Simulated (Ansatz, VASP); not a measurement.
**InP in VASP and in Ansatz**

File INCAR:

```
SYSTEM = InP
  PREC = Accurate
  ENCUT = 520
  EDIFF = 1E-7
  ISMEAR = 0
  SIGMA = 0.02
  LREAL = .FALSE.
  LASPH = .TRUE.
  NELM = 100
  ALGO = Normal
  ISIF = 2
  LWAVE = .FALSE.
  LCHARG = .TRUE.
  GGA = PE
  LELF = .TRUE.
  LVHAR = .TRUE.
  NBANDS = 16
```

File KPOINTS:

```
regular mesh
0
G
  10 10 10
  0 0 0
```

POSCAR

```
InP
1.0
    0.0000000000      2.9529408950      2.9529408950
    2.9529408950      0.0000000000      2.9529408950
    2.9529408950      2.9529408950      0.0000000000
In P
1 1
Direct
    0.0000000000      0.0000000000      0.0000000000
    0.7500000000      0.7500000000      0.7500000000
```

Input for Ansatz:

```yaml
crystal:
  lattice:
    - [0.0, 2.952940895, 2.952940895]
    - [2.952940895, 0.0, 2.952940895]
    - [2.952940895, 2.952940895, 0.0]
  atoms:
    - { symbol: In, position: [0.0, 0.0, 0.0] }
    - { symbol: P, position: [0.75, 0.75, 0.75] }
basis:
  ecutwfc: 420
kpoints:
  mp_grid: { grid: [10, 10, 10] }
hamiltonian:
  xc: pbe
scf:
  occupations: { method: gaussian, width: 0.02 }
output:
  forces: true
  stress: true
  eigenvalues: true
  populations: true
  write_density: true
  write_potential: true
  elf: true
  volumetric_format: npy
```

Alike in both runs: task single point; functional PBE; k mesh 10 × 10 × 10; occupations gaussian, width 0.02 eV; no spin polarisation.

|  | VASP | Ansatz |
| --- | --- | --- |
| version | VASP 6.6.1 | Ansatz 0.2.0 |
| potentials or method | VASP PAW PBE potentials, release 64 (In_d, P) | scalar-relativistic, plane waves, PAW |
| plane-wave cutoff (eV) | 520 | 420 |
| valence electrons in the cell | 18 | 18 |

|  | VASP | Ansatz | Ansatz less VASP |
| --- | --- | --- | --- |
| gap on the k mesh at the Fermi level (eV) | 0.59 | 0.59 | +0.003 |
| least direct gap on the mesh (eV) | 0.59 | 0.59 | +0.003 |
| pressure (GPa) | 1.7 | 1.7 | +0.05 |

Caveats: spin-orbit coupling is left out, which moves the levels of the heavy elements.
